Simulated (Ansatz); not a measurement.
A 3-atom cell of CaF₂ started from a crystallographic database was put through Ansatz (plane waves). The cell was relaxed beforehand with r2SCAN.

The cell:
```cif
data_structure
_symmetry_space_group_name_H-M 'P 1'
_symmetry_Int_Tables_number 1
_cell_length_a 3.8461
_cell_length_b 3.8461
_cell_length_c 3.8461
_cell_angle_alpha 60.000
_cell_angle_beta 60.000
_cell_angle_gamma 60.000
_cell_volume 40.23
loop_
_atom_site_label
_atom_site_type_symbol
_atom_site_fract_x
_atom_site_fract_y
_atom_site_fract_z
_atom_site_occupancy
Ca1 Ca 0.00000 0.00000 0.00000 1
F1 F 0.25000 0.25000 0.25000 1
F2 F 0.75000 0.75000 0.75000 1
```

The output, standing remarks left out:
```
Pseudopotential: Ca, paw, valence charge 10, recommended cutoff 500 eV (meta_gga)
Pseudopotential: F, paw, valence charge 7, recommended cutoff 500 eV (meta_gga)
Functional definition: r2SCAN
Crystal: 3 atoms, lattice volume = 40.229 Å³
Basis set: ecut = 500 eV, 965 PW (Γ)
Bands: 16, of which v1, the nominal top of the filled ones, is band 12 counted from 1 (11 counted from 0)
Symmetry: 48 space group operations
k-points: 30 of 216 (irreducible under 8 space group operations, time reversal used)
preconditioner: auto → none  [insulator: Δε(μ)=8.318 eV  ℏωp=27.5 eV]
Free energy (F): -3448.119696 eV
Fermi energy:    2.866735 eV
--- Dielectric response (ions clamped): 1 representative field direction + reference, on 30 of 216 k-points ---
  ε∞ (high-frequency dielectric tensor):
        2.191611     0.000000     0.000000
        0.000000     2.191611     0.000000
        0.000000     0.000000     2.191611
  Born effective charges Z* (e; rows j = field, columns β = displacement):
    site 0:
         2.34543    0.00000    0.00000
         0.00000    2.34543    0.00000
         0.00000    0.00000    2.34543
    site 1:
        -1.17272    0.00000    0.00000
         0.00000   -1.17272    0.00000
         0.00000    0.00000   -1.17272
    site 2:
        -1.17272    0.00000    0.00000
         0.00000   -1.17272    0.00000
         0.00000    0.00000   -1.17272
```

Problem. Write the input file that gave this output.

Solution.
```yaml
crystal:
  # lattice and atoms as above
kpoints:
  mp_grid: { grid: [6, 6, 6] }
hamiltonian:
  xc: r2scan
scf:
  occupations: { method: fixed }
dielectric: {}
```
A response with clamped ions alone is the dielectric block. Keys that aren't typed take their defaults; thresholds and the kind of smearing can't be read off these lines.

Command: `ansatz run input.yaml --threads 2 --pin off --max-ram 2211MiB --backend cpu --events-out ev --progress --plain --runs-dir out`.

Spin-unpolarised throughout; all numbers are computed.
